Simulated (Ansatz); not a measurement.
`FB(F)C(F)(F)F` + trichlorosilane → `FB(F)[Si](Cl)(Cl)Cl` + trifluoromethane  (formal exchange of groups at a B–C bond)

Program: Ansatz. Geometries: PBE0-D4/def2-TZVP. ΔE: electronic, gas phase. CCSD(T)/CBS is the MP2 limit (def2-TZVPP, def2-QZVPP) plus CCSD(T) − MP2 in def2-TZVPP, frozen cores. This one scheme is used for every species. Functionals use def2-TZVPP. B3LYP here is the variant with VWN-RPA as its local correlation; programs differ in this. Each species was taken in one conformer, which may not be the lowest.

| level | ΔE (kcal/mol) | difference from CCSD(T)/CBS |
| --- | --- | --- |
| PBE-D4 | -3.2 | -1.7 |
| revPBE-D4 | -3.4 | -1.9 |
| r2SCAN-D4 | -1.3 | 0.2 |
| B97M-V | -1.5 | 0.0 |
| B3LYP-D4 | -2.2 | -0.7 |
| B2PLYP | -1.1 | 0.4 |
| r2SCAN | -1.1 | 0.4 |
| PBE0 | -2.2 | -0.7 |
| r2SCANh | -1.2 | 0.3 |
| HF/def2-SVP | 1.7 | 3.2 |
| MP2/def2-SVP | 1.1 | 2.6 |
| CCSD(T)/def2-SVP | 0.8 | 2.3 |
| HF/def2-TZVPP | -0.2 | 1.3 |
| HF/def2-QZVPP | 0.0 | 1.5 |
| SCS-MP2/def2-QZVPP | -1.1 | 0.4 |
| CCSD/CBS(def2) | -1.2 | 0.3 |
| CCSD(T)/CBS | -1.5 | 0 |

Largest T1 diagnostic among the species: 0.013.

At CCSD(T), def2-SVP lies +2.3 kcal/mol from the extrapolated value and def2-TZVPP −0.2 kcal/mol. The D4 term adds −1.3 kcal/mol with B3LYP and −0.8 kcal/mol with PBE0; it sums over pairs of atoms, weighted by their polarisabilities, and B3LYP, whose exchange is more repulsive, gets the larger term.

CCSD(T)/CBS has its own doubt, a few kJ/mol and more with outer-core shells, so smaller differences from it don't rank the levels.
